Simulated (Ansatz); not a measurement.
# Band structure of HgS

```yaml
crystal:
  lattice:
    - [0.00000, 2.92900, 2.92900]
    - [2.92900, 0.00000, 2.92900]
    - [2.92900, 2.92900, 0.00000]
  atoms:
    - { symbol: Hg, position: [0.00000, 0.00000, 0.00000] }
    - { symbol: S, position: [0.75000, 0.75000, 0.75000] }
```

Atom numbers follow the list: Hg1, S2.

The cell is COD entry 1011368, as deposited and not checked against the literature; nothing was relaxed.

Spin–orbit coupling is left out, though it moves levels of the heavy atoms by tenths of an eV or more.

Level of theory: Ansatz 0.2.0, DFT, PBE, all-electron LAPW, scalar-relativistic.

The runs use a Γ-centred 8×8×8 k mesh, Fermi–Dirac smearing of 0.02 eV, basis error target 1 meV/atom, no spin polarisation.

Points in fractions of the reciprocal vectors of this cell: Γ (0, 0, 0), X (-0.5, -0.5, 0), U (-0.375, -0.375, 0.25), K (-0.375, 0, 0.375), L (0, 0, 0.5), W (-0.5, -0.25, 0.25). The path joins them by straight lines in the order Γ–X–U–K–Γ–L–W–X; legs that retrace an earlier one aren't tabulated. Energies are in eV from the Fermi level.

Problem. List the levels at U between -5 and 5 eV.

Solution. -2.87, -1.89, 3.32, 4.70.

Problem. List the levels at X between -5 and 5 eV.

Solution. -4.86, -2.34 (×2), 3.22, 3.42.

Problem. List the levels at W between -5 and 5 eV.

Solution. -2.82, -2.33, 3.80.

Problem. What is the band gap?

Solution. None at this level of theory (metallic, semimetallic, or a small gap that the functional closes).
